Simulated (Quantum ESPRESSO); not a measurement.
# Si (P-1) in Quantum ESPRESSO: a series of runs

One crystal, Si, is run at these levels: PBE, vdW-DF; tasks: single point.

Everything below comes from runs of Quantum ESPRESSO 7.5. Logs are shortened: lines on timing, memory, paths and dates and some standing lists are left out, and cuts for length are marked.

## Step 1: The structure

The typed cell holds 1 atom: a = 2.765 Å, b = 2.307 Å, c = 2.655 Å, α = 60.64°, β = 73.23°, γ = 67.05°.

This isn't the form of Si at room conditions, which is diamond.

## Step 2: Single point, PBE

The input, run.py:

```python
import numpy as np
from ase.calculators.espresso import Espresso, EspressoProfile
from ase import Atoms

atoms = Atoms(['Si'],
              cell=[[-0.38151126, 1.90029787, 1.97204257], [1.69609995, 0.02693978, 1.56359153], [1.96855757, 1.76430445, -0.24551784]],
              scaled_positions=[[0.0, 0.0, 0.0]],
              pbc=True)

input_data = {
    'control': {'calculation': 'scf', 'prefix': 'pwscf', 'outdir': './tmp', 'tprnfor': True, 'tstress': True, 'disk_io': 'nowf'},
    'system': {'ecutwfc': 55.0, 'ecutrho': 440.0, 'nbnd': 7, 'occupations': 'smearing', 'smearing': 'fd', 'degauss': 0.00367493},
    'electrons': {'conv_thr': 2e-10, 'electron_maxstep': 120, 'mixing_beta': 0.5},
}
pseudopotentials = {'Si': 'Si.pbe-n-rrkjus_psl.1.0.0.UPF'}
profile = EspressoProfile(command='pw.x', pseudo_dir='pseudo')
dft = Espresso(profile=profile, input_data=input_data, pseudopotentials=pseudopotentials, kpts=(10, 14, 11), koffset=(0, 0, 0))
atoms.calc = dft

print(f'energy {atoms.get_potential_energy():.8f} eV')
print('forces (eV/A)')
print(np.round(atoms.get_forces(), 6))
print('stress (eV/A^3, Voigt)')
print(np.round(atoms.get_stress(), 8))
print(f'Fermi level {dft.get_fermi_level():.4f} eV')
```

Potentials or basis: SSSP 1.3 efficiency PBE.

The run is started by

```console
OMP_NUM_THREADS=1 python run.py
```

Log:

```text
energy -154.71324846 eV
forces (eV/A)
[[0. 0. 0.]]
stress (eV/A^3, Voigt)
[-0.1545094  -0.01478601 -0.11426563  0.04454809 -0.08860037 -0.03071237]
Fermi level 11.5506 eV
```

espresso.pwi:

```text
&CONTROL
   calculation      = 'scf'
   tstress          = .true.
   tprnfor          = .true.
   outdir           = './tmp'
   prefix           = 'pwscf'
   disk_io          = 'nowf'
   pseudo_dir       = 'pseudo'
/
&SYSTEM
   nbnd             = 7
   ecutwfc          = 55.0
   ecutrho          = 440.0
   occupations      = 'smearing'
   degauss          = 0.00367493
   smearing         = 'fd'
   ntyp             = 1
   nat              = 1
   ibrav            = 0
/
&ELECTRONS
   electron_maxstep = 120
   conv_thr         = 2e-10
   mixing_beta      = 0.5
/
&IONS
/
&CELL
/
&FCP
/
&RISM
/
ATOMIC_SPECIES
Si 28.085 Si.pbe-n-rrkjus_psl.1.0.0.UPF

K_POINTS automatic
10 14 11  0 0 0

CELL_PARAMETERS angstrom
-0.38151126000000 1.90029787000000 1.97204257000000
1.69609995000000 0.02693978000000 1.56359153000000
1.96855757000000 1.76430445000000 -0.24551784000000

ATOMIC_POSITIONS angstrom
Si 0.0000000000 0.0000000000 0.0000000000
```

espresso.pwo:

```text
This program is part of the open-source Quantum ESPRESSO suite
     for quantum simulation of materials; please cite
         "P. Giannozzi et al., J. Phys.:Condens. Matter 21 395502 (2009);
         "P. Giannozzi et al., J. Phys.:Condens. Matter 29 465901 (2017);
         "P. Giannozzi et al., J. Chem. Phys. 152 154105 (2020);
     in publications or presentations arising from this work. More details at

Warning: card &CELL ignored
Warning: card &FCP ignored
Warning: card &RISM ignored

     Message from routine setup:
     using ibrav=0 with symmetry is DISCOURAGED, use correct ibrav instead

     G-vector sticks info
     --------------------
     sticks:   dense  smooth     PW     G-vecs:    dense   smooth      PW
     Sum         733     371    135                14161     5013    1079

     Using Slab Decomposition

     bravais-lattice index     =            0
     lattice parameter (alat)  =       5.2252  a.u.
     unit-cell volume          =      91.0492 (a.u.)^3
     number of atoms/cell      =            1
     number of atomic types    =            1
     number of electrons       =         4.00
     number of Kohn-Sham states=            7
     kinetic-energy cutoff     =      55.0000  Ry
     charge density cutoff     =     440.0000  Ry
     scf convergence threshold =      2.0E-10
     mixing beta               =       0.5000
     number of iterations used =            8  plain     mixing
     Exchange-correlation= PBE
                           (   1   4   3   4   0   0   0)

     celldm(1)=   5.225233  celldm(2)=   0.000000  celldm(3)=   0.000000
     celldm(4)=   0.000000  celldm(5)=   0.000000  celldm(6)=   0.000000

     crystal axes: (cart. coord. in units of alat)
               a(1) = (  -0.137975   0.687250   0.713197 )
               a(2) = (   0.613401   0.009743   0.565479 )
               a(3) = (   0.711937   0.638068  -0.088792 )

     reciprocal axes: (cart. coord. in units 2 pi/alat)
               b(1) = ( -0.566715  0.716152  0.602403 )
               b(2) = (  0.808662 -0.776398  0.904596 )
               b(3) = (  0.598049  0.807733 -0.662649 )

     PseudoPot. # 1 for Si read from file:
     Si.pbe-n-rrkjus_psl.1.0.0.UPF
     Pseudo is Ultrasoft + core correction, Zval =  4.0
     Generated using "atomic" code by A. Dal Corso  v.5.1
     Using radial grid of 1141 points,  6 beta functions with:
                l(1) =   0
                l(2) =   0
                l(3) =   1
                l(4) =   1
                l(5) =   2
                l(6) =   2
     Q(r) pseudized with 0 coefficients

     atomic species   valence    mass     pseudopotential
     Si                4.00    28.08500     Si( 1.00)

      2 Sym. Ops., with inversion, found

   Cartesian axes

     site n.     atom                  positions (alat units)
         1        Si     tau(   1) = (   0.0000000   0.0000000   0.0000000  )

     number of k points=   772  Fermi-Dirac smearing, width (Ry)=  0.0037

     Number of k-points >= 100: set verbosity='high' to print them.

     Dense  grid:    14161 G-vectors     FFT dimensions: (  36,  30,  36)

     Smooth grid:     5013 G-vectors     FFT dimensions: (  25,  24,  24)

     Initial potential from superposition of free atoms

     starting charge       3.9994, renormalised to       4.0000
     Starting wfcs are    4 randomized atomic wfcs +    3 random wfcs

     Self-consistent Calculation

     iteration #  1     ecut=    55.00 Ry     beta= 0.50
     Davidson diagonalization with overlap
     ethr =  1.00E-02,  avg # of iterations =  6.3

     Threshold (ethr) on eigenvalues was too large:
     Diagonalizing with lowered threshold

     Davidson diagonalization with overlap
     ethr =  2.16E-04,  avg # of iterations =  2.6

     total energy              =     -11.37140089 Ry
     estimated scf accuracy    <       0.00844171 Ry

     iteration #  2     ecut=    55.00 Ry     beta= 0.50
     Davidson diagonalization with overlap
     ethr =  2.11E-04,  avg # of iterations =  1.0

     total energy              =     -11.37114546 Ry
     estimated scf accuracy    <       0.00144994 Ry

     iteration #  3     ecut=    55.00 Ry     beta= 0.50
     Davidson diagonalization with overlap
     ethr =  3.62E-05,  avg # of iterations =  2.2

     total energy              =     -11.37121270 Ry
     estimated scf accuracy    <       0.00001959 Ry

     iteration #  4     ecut=    55.00 Ry     beta= 0.50
     Davidson diagonalization with overlap
     ethr =  4.90E-07,  avg # of iterations =  3.8

     total energy              =     -11.37121495 Ry
     estimated scf accuracy    <       0.00000027 Ry

     iteration #  5     ecut=    55.00 Ry     beta= 0.50
     Davidson diagonalization with overlap
     ethr =  6.81E-09,  avg # of iterations =  1.8

     total energy              =     -11.37121502 Ry
     estimated scf accuracy    <       0.00000002 Ry

     iteration #  6     ecut=    55.00 Ry     beta= 0.50
     Davidson diagonalization with overlap
     ethr =  4.79E-10,  avg # of iterations =  1.2

     total energy              =     -11.37121502 Ry
     estimated scf accuracy    <          9.3E-10 Ry

     iteration #  7     ecut=    55.00 Ry     beta= 0.50
     Davidson diagonalization with overlap
     ethr =  2.32E-11,  avg # of iterations =  1.7

     End of self-consistent calculation

     Number of k-points >= 100: set verbosity='high' to print the bands.

     the Fermi energy is    11.5506 ev

!    total energy              =     -11.37121502 Ry
     estimated scf accuracy    <          6.4E-12 Ry
     smearing contrib. (-TS)   =      -0.00027879 Ry
     internal energy E=F+TS    =     -11.37093622 Ry

     The total energy is F=E-TS. E is the sum of the following terms:
     one-electron contribution =       4.95448492 Ry
     hartree contribution      =       0.07934310 Ry
     xc contribution           =      -6.25853017 Ry
     ewald contribution        =     -10.14623407 Ry

     convergence has been achieved in   7 iterations

     Forces acting on atoms (cartesian axes, Ry/au):

     atom    1 type  1   force =     0.00000000    0.00000000    0.00000000

     Total force =     0.000000     Total SCF correction =     0.000000

     Computing stress (Cartesian axis) and pressure

          total   stress  (Ry/bohr**3)                   (kbar)     P=      151.44
   0.00168282   0.00033450   0.00096498          247.55       49.21      141.95
   0.00033450   0.00016104  -0.00048519           49.21       23.69      -71.37
   0.00096498  -0.00048519   0.00124451          141.95      -71.37      183.07

=------------------------------------------------------------------------------=
   JOB DONE.
=------------------------------------------------------------------------------=
```

Wall time 33 s (1 thread of Intel Xeon Platinum 8488C (Sapphire Rapids), shared host); peak memory 0.13 GiB.

Results:

| Item | Value |
| --- | --- |
| Free energy | -154.7133 eV |
| Pressure | 15.1 GPa |
| Band gap on the k mesh | none (metal or under the smearing width) |

Levels at points of the mesh, in eV from the Fermi level:
```csv
k point,band 1,band 2,band 3,band 4,band 5
"(0.00, 0.00, 0.00)",-15.15,5.77,6.89,10.31,10.95
"(0.00, -0.50, 0.00)",-6.30,-4.78,5.58,6.66,6.88
"(-0.50, 0.00, 0.00)",-10.79,-8.08,11.61,12.08,14.79
"(-0.50, -0.50, 0.00)",-5.43,-3.39,3.42,4.48,4.51
```

Caveat: so large a pressure means that the cell lies far from this level's equilibrium, or that cutoff or potentials fall short.

(Continued in part 2 of 2.)
